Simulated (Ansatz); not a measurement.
# Ge: distorted cells

Method: DFT PBE, scalar-relativistic, plane waves, PAW (Ansatz).

Plane waves to 420 eV, a k mesh through Γ of 12×12×6 on the computed 4-atom cell and Gaussian smearing (0.10 eV); no spin polarisation.

Reference cell:

```
CELL_PARAMETERS angstrom
3.99759 0.00000 0.00000
-1.99879 3.46201 0.00000
0.00000 0.00000 6.59938
ATOMIC_POSITIONS crystal
Ge 0.66667 0.33333 0.06290
Ge 0.33333 0.66667 0.56290
Ge 0.66667 0.33333 0.43710
Ge 0.33333 0.66667 0.93710
```

Each variant moves atoms of this cell by the vectors given, if any (Å), and then applies a symmetric strain (tensor components, Cartesian axes). The reference cell isn't relaxed at this level. Energies are per atom at zero smearing, counted from the lowest variant. Pressure is positive in compression.

1. strain (xx yy zz yz xz xy, %) 4.55 4.55 -4.45 0.00 0.00 0.00; moves: Ge1 (0.000, 0.000, -0.060); Ge2 (0.000, 0.000, -0.060); Ge3 (0.000, 0.000, 0.060); Ge4 (0.000, 0.000, 0.060)
2. strain (xx yy zz yz xz xy, %) -2.09 -2.09 3.91 0.00 0.00 0.00; moves: Ge1 (0.000, 0.000, 0.250); Ge2 (0.000, 0.000, 0.250); Ge3 (0.000, 0.000, -0.250); Ge4 (0.000, 0.000, -0.250)
3. strain (xx yy zz yz xz xy, %) 4.28 4.28 5.78 0.00 0.00 0.00; moves: Ge1 (0.000, 0.000, 0.030); Ge2 (0.000, 0.000, 0.030); Ge3 (0.000, 0.000, -0.030); Ge4 (0.000, 0.000, -0.030)
4. strain (xx yy zz yz xz xy, %) -2.74 -2.74 -4.24 0.00 0.00 0.00; moves: Ge1 (0.000, 0.000, 0.030); Ge2 (0.000, 0.000, 0.030); Ge3 (0.000, 0.000, -0.030); Ge4 (0.000, 0.000, -0.030)
5. strain (xx yy zz yz xz xy, %) -0.61 -0.61 -2.11 0.00 0.00 0.00; moves: Ge1 (0.000, 0.000, -0.250); Ge2 (0.000, 0.000, -0.250); Ge3 (0.000, 0.000, 0.250); Ge4 (0.000, 0.000, 0.250)

```csv
result,ΔE (meV/atom),P (GPa),largest force (eV/Å)
A,3.6,0.37,0.27
B,359.7,9.07,1.96
C,0.0,-4.55,0.50
D,77.6,12.17,1.10
E,767.3,11.15,7.98
```

Question: Which variant gave which result?

Answer: A is 1, B is 5, C is 3, D is 4, E is 2.

This form isn't the element's structure at ambient conditions.